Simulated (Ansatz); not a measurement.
Fe3Co: pressure against volume

Fe3Co, P4/mmm, a = 3.967 Å, c = 2.791 Å. The structure is a Materials Project entry; whether it is the stable form wasn't checked. Ansatz: PBEsol, PAW, 420 eV, Γ-centred 10×10×16 mesh on 4 atoms, Gaussian smearing 0.10 eV; collinear spin, largest moment 2.5 μB. Shape and atoms are relaxed at each volume; pressure is positive in compression.

```
V (Å³/atom) P (GPa)
      9.665        ?
      9.995    25.52
     10.324    15.58
     10.654     7.09
     10.983     0.00
     11.313    -5.79
     11.642   -10.63
     12.081   -16.08
```

Q: Take V0 = 10.983 Å³/atom, fit the third-order Birch–Murnaghan form to the other rows, and predict the missing pressure.

A: With the Eulerian strain f = ½[(V0/V)^(2/3) − 1] and y = P/[3f(1 + 2f)^(5/2)], the form is the line y = B0 + 1.5 B0 (B0′ − 4) f. Rows (f, y): 0.03243, 224.2; 0.02106, 222.4; 0.01024, 219.4; -0.00977, 207.5; -0.01905, 205.0; -0.03077, 204.2. Means f = 0.0006900, y = 213.78; Σ(Δf)² = 0.003002, ΣΔfΔy = 1.100; the slope is their ratio. y = 213.5 + 366.5 f GPa, so B0 = 213.5 GPa and B0′ = 4 + 2 × (366.5)/(3 × 213.5) = 5.14. At V = 9.665, f = 0.04448, y = 229.80 and P = 37.95 GPa. The run gave 37.00 GPa, so the fit is 0.95 GPa too high, 1.8 % of the span of the series, against an rms of 0.10 GPa on the fitted rows. The row lies outside the fitted range. A fourth-order term fitted to the same rows gives P = 38.09 GPa at this row's volume (the line 37.95, the run 37.00), no gain.

Only parallel moments were tried here.